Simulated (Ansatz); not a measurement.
C: changing the functional

The cell as given:

```cif
data_structure
_symmetry_space_group_name_H-M 'P6_3/mmc'
_symmetry_Int_Tables_number 194
_cell_length_a 2.5221
_cell_length_b 2.5221
_cell_length_c 8.2371
_cell_angle_alpha 90.000
_cell_angle_beta 90.000
_cell_angle_gamma 120.000
_cell_volume 45.38
loop_
_atom_site_label
_atom_site_type_symbol
_atom_site_symmetry_multiplicity
_atom_site_Wyckoff_symbol
_atom_site_fract_x
_atom_site_fract_y
_atom_site_fract_z
_atom_site_occupancy
C1 C 4 f 0.66667 0.33333 0.84375 1
C2 C 4 e 0.00000 0.00000 0.90625 1
```

Kept alike: task relaxation of cell and atoms; k mesh 12 × 12 × 4; occupations fermi-dirac, width 0.05 eV; no spin polarisation. Program: Ansatz, Ansatz PAW. Cutoffs run from 420 to 500 eV. The mesh is that of the run's cell of 8 atoms. No spin-orbit coupling.

| run | band gap (eV) | volume (Å³/atom) | first edge of the run's cell (Å) | third edge of the run's cell (Å) |
| --- | --- | --- | --- | --- |
| A | 4.799 | 5.647 | 2.510 | 8.280 |
| B | 4.542 | 5.700 | 2.518 | 8.305 |
| C | 4.590 | 5.513 | 2.490 | 8.215 |

Gaps hold for each row's own relaxed cell. The relaxations keep at least the cell's symmetry (P6_3/mmc). Relaxations stop with a little pressure left, so the last digits of a volume or edge aren't settled. Ansatz's relaxations hold a Pulay term in the stress (up to 1.3 GPa here). A gap read on the mesh alone can miss an edge between its points. All rows use potentials made for PBE.

Problem. The runs differ in the functional (and the cutoff that goes with it) alone: LDA; PBE; r2SCAN. Which run is which?

Solution. Run A is r2SCAN; run B is PBE; run C is LDA. The band gap runs from 4.542 (PBE) to 4.799 eV (r2SCAN). From PBE: LDA +0.048; r2SCAN +0.257. The volume runs from 5.513 (LDA) to 5.700 Å³/atom (PBE). From PBE: LDA -0.187; r2SCAN -0.053. The first edge of the run's cell runs from 2.490 (LDA) to 2.518 Å (PBE). From PBE: LDA -0.028; r2SCAN -0.008. The third edge of the run's cell runs from 8.215 (LDA) to 8.305 Å (PBE). From PBE: LDA -0.090; r2SCAN -0.025.
